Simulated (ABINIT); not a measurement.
Input of an ABINIT 10.8.3 (patched build) run:

File run.abi:

```
# Datasets: ground state, then fixed potential
ndtset 2

# Pseudopotentials
pp_dirpath "./"
pseudos "Te.GGA_PBE-JTH.xml, Be.GGA_PBE-JTH.xml"

# Structure
acell 3.9173715678 3.9173715678 3.9173715678 Angstrom
rprim
     0.0000000000     0.7071067812     0.7071067812
     0.7071067812     0.0000000000     0.7071067812
     0.7071067812     0.7071067812     0.0000000000
ntypat 2
znucl 52 4
natom 2
typat 1 2
xred
     0.7500000000     0.7500000000     0.7500000000
     0.0000000000     0.0000000000     0.0000000000

# Plane-wave basis
ecut 15.0
pawecutdg 30.0

# Exchange and correlation
ixc 23

# Bands and occupations
occopt 3
tsmear 0.00183747

# SCF cycle
nstep 100

# Output
iomode 3
prtwf 0
prteig 0
prtebands 0
enunit 1
prtden1 1
prtvha1 1
prtvclmb1 1
prtpot1 1

# Dataset 1
kptopt1 1
ngkpt1 8 8 8
nshiftk1 1
shiftk1 0.0 0.0 0.0
nband1 9
tolvrs1 1.0e-9

# Dataset 2: bands along G-X-W-K-G-L-U-W-L-K
iscf2 -2
getden2 1
nband2 13
nbdbuf2 2
tolwfr2 1.0e-12
kptopt2 -9
ndivsm2 5
prteig2 1
prtvol2 -3
kptbounds2
     0.0000000000     0.0000000000     0.0000000000
     0.5000000000     0.0000000000     0.5000000000
     0.5000000000     0.2500000000     0.7500000000
     0.3750000000     0.3750000000     0.7500000000
     0.0000000000     0.0000000000     0.0000000000
     0.5000000000     0.5000000000     0.5000000000
     0.6250000000     0.2500000000     0.6250000000
     0.5000000000     0.2500000000     0.7500000000
     0.5000000000     0.5000000000     0.5000000000
     0.3750000000     0.3750000000     0.7500000000
```

Potentials or basis: JTH PAW PBE v2.0.

Run with:

```console
$ abinit run.abi > log 2>&1
```

Problem. Estimate the band gap on the k mesh.

Solution. 1.73 eV, indirect (least direct gap 3.65 eV).

Levels at the corners of the path, in eV from the valence-band top:
| point | band 3 | band 4 | band 5 | band 6 | band 7 | band 8 |
| --- | --- | --- | --- | --- | --- | --- |
| Γ | 0.00 | 0.00 | 0.00 | 3.65 | 3.65 | 3.65 |
| X | -5.38 | -2.81 | -2.81 | 1.73 | 2.54 | 10.28 |
| W | -4.79 | -3.98 | -3.48 | 5.25 | 5.60 | 5.83 |
| K | -5.00 | -4.19 | -2.38 | 2.56 | 5.37 | 8.31 |
| Γ | 0.00 | 0.00 | 0.00 | 3.65 | 3.65 | 3.65 |
| L | -5.88 | -1.20 | -1.20 | 3.20 | 4.61 | 4.61 |
| U | -5.00 | -4.19 | -2.38 | 2.56 | 5.37 | 8.31 |
| W | -4.79 | -3.98 | -3.48 | 5.25 | 5.60 | 5.83 |
| L | -5.88 | -1.20 | -1.20 | 3.20 | 4.61 | 4.61 |
| K | -5.00 | -4.19 | -2.38 | 2.56 | 5.37 | 8.31 |

Caveat: spin-orbit coupling is left out, which moves the levels of the heavy elements. A k mesh can miss the band edges.
